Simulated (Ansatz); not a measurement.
# H started at a second open point in rocksalt MgO, 65 atoms, charge +1

All numbers come from Ansatz (PAW, plane waves, no spin–orbit coupling) at the single k point (¼, ¼, ¼) without its symmetry partners. The atoms were relaxed with PBEsol in a fixed cell; other functionals are single points on those atoms unless said otherwise. The valence top and gap of the host come from its small cell on a dense mesh, with the band extrema sought between the mesh points, lined up by the mean potential, PBEsol gap 4.62 eV, HSE06 gap 6.46 eV. The charge correction uses an assumed dielectric constant of 9.8.

Cell: a = 8.429 Å, b = 8.429 Å, c = 8.429 Å, α = 90.00°, β = 90.00°, γ = 90.00°.

Nearest atoms after relaxation, from the placed atom (for vacancies from the middle of the vacant sites): O at 0.99 Å, Mg at 1.93 Å, Mg at 1.93 Å, Mg at 1.93 Å, O at 2.17 Å, O at 2.18 Å, O at 2.18 Å, Mg at 2.63 Å.

Chemical potentials μ are those of reference phases of the elements at zero temperature by the same functional (the usual solids, diamond for C, grey Sn, and the molecules H2, N2, O2, F2, Cl2, Br2 and S8).

| functional | E(defect) − E(host) − Σ nμ + q·E_VBM (eV) | monopole (eV) | alignment (eV) | formation energy at E_F = VBM (eV) | moment (μB) | wall time, shared host |
| --- | --- | --- | --- | --- | --- | --- |
| PBEsol | -0.77 | 0.25 | 0.01 | -0.51 | 0 (no spin) | 19 s on NVIDIA H100 (relaxation) |

(1) Estimate the formation energy and moment that HSE06 gives on these atoms.

(2) How does the monopole term follow by hand for this cubic cell?

HSE06 one-electron levels near the gap (the ten most localised at most), from the host's valence top, not corrected for the charge's images:

```csv
level (eV),spin,filling,atoms sharing it,element of the atom with most weight
-0.11,both,2.00,33.2,spread
-0.09,both,2.00,33.9,spread
```

All elements are taken at their own reference at once; growth conditions in equilibrium with the host shift these energies, by up to the host's formation enthalpy.

One k point and a cell of this size can leave errors of several tenths of an eV in such numbers.

Answers

(1) -1.43 eV at E_F = VBM (-1.69 eV before the monopole term 0.25 eV and the alignment 0.01 eV), moment 0 (no spin).

(2) q²·α·e²/(4πε₀)/(2εL) with the Madelung constant α = 2.837 and e²/4πε₀ = 14.40 eV·Å: 1 × 2.837 × 14.40 / (2 × 9.8 × 8.429) = 0.25 eV.
